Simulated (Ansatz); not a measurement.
Input of an Ansatz 0.2.0 run:

The input input.yaml:

```yaml
crystal:
  lattice:
    - [2.881, 0.0, 0.0]
    - [0.0, 2.881, 0.0]
    - [0.0, 0.0, 2.881]
  atoms:
    - { symbol: Ni, position: [0.5, 0.5, 0.5], spin: 1.0 }
    - { symbol: Al, position: [0.0, 0.0, 0.0] }
kpoints:
  mp_grid: { grid: [7, 7, 7] }
scf:
  occupations: { method: fermi_dirac, width: 0.05 }
hamiltonian:
  xc: pbesol
  pseudopotentials: { kind: all_electron, lapw: { basis_error: 0.001 } }
  hubbard:
    occupation_matrices:
      s0_up:
        matrix:
          - [0.98, 0.0, 0.0, 0.0, 0.0]
          - [0.0, 0.98, 0.0, 0.0, 0.0]
          - [0.0, 0.0, 0.98, 0.0, 0.0]
          - [0.0, 0.0, 0.0, 0.98, 0.0]
          - [0.0, 0.0, 0.0, 0.0, 0.98]
      s0_down:
        matrix:
          - [0.834999, -0.313108, 0.132189, 0.030675, 0.041521]
          - [-0.313108, 0.30389, 0.285444, 0.066239, 0.089658]
          - [0.132189, 0.285444, 0.85949, -0.027965, -0.037852]
          - [0.030675, 0.066239, -0.027965, 0.973511, -0.008784]
          - [0.041521, 0.089658, -0.037852, -0.008784, 0.96811]
    sites:
      - { site: 0, l: d, u_eff: 3, starting_ns: [{ spin: up, occupation_matrix: s0_up }, { spin: down, occupation_matrix: s0_down }] }
    ns_hold: { iters: 8 }
    double_counting: fll
    projectors: ortho-atomic
magnetization:
  spin_polarized: true
output:
  forces: true
  stress: true
  eigenvalues: true
  hubbard: {}
```

Potentials or basis: all-electron LAPW, scalar-relativistic.

Command:

```sh
$ ansatz run input.yaml --threads 2 --pin off --max-ram 6144MiB --backend cpu --events-out ev --progress --plain --runs-dir out
```

Task: Estimate the net moment.

Result: 0.00 μB per cell.

Task: What does it give for the pressure?

Result: -4.1 GPa.

Task: Estimate the band gap on the k mesh.

Result: None (metal or under the smearing width).

Task: Estimate the absolute moment.

Result: 0.00 μB per cell.

Caveat: the magnetic state may not be the lowest; the typed start of the occupations wasn't kept; the U is typed as a test and isn't derived for this compound; the starting moments weren't kept. The state reached can hang on the start; a lower one may exist.
